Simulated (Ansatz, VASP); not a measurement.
I: VASP beside Ansatz

```xyz
1
Lattice="4.0869 0.0000 0.0000 -2.0435 3.5394 0.0000 0.0000 0.0000 2.9077" Properties=species:S:1:pos:R:3 pbc="T T T"
I     0.0000    0.0000    0.0000
```

Alike in both runs: functional PBEsol; k mesh 18 × 18 × 18; occupations gaussian, width 0.1 eV; no spin polarisation.

Ansatz relaxed the structure, and its values are those at the end. VASP's run is a single point on that final structure, the one shown.

|  | VASP | Ansatz |
| --- | --- | --- |
| version | VASP 6.6.1 | Ansatz 0.2.0 |
| potentials or method | VASP PAW PBE potentials, release 64 (I) | scalar-relativistic, plane waves, PAW |
| plane-wave cutoff (eV) | 520 | 420 |
| valence electrons in the cell | 7 | 17 |

```csv
,VASP,Ansatz,Ansatz less VASP
gap on the k mesh at the Fermi level (eV),none,none,-
pressure (GPa),0.0,0.0,+0.01
```

A gap of «none» marks a metal or a gap that the smearing closes. The two sets of potentials don't hold the same shells in valence.

Caveats: the PAW data sets were made with another functional, which shifts forces and pressure a little (VASP); an odd number of electrons without spin polarisation forces a metal; a magnetic or distorted state may lie lower. Spin-orbit coupling is left out, which matters for the levels of I.
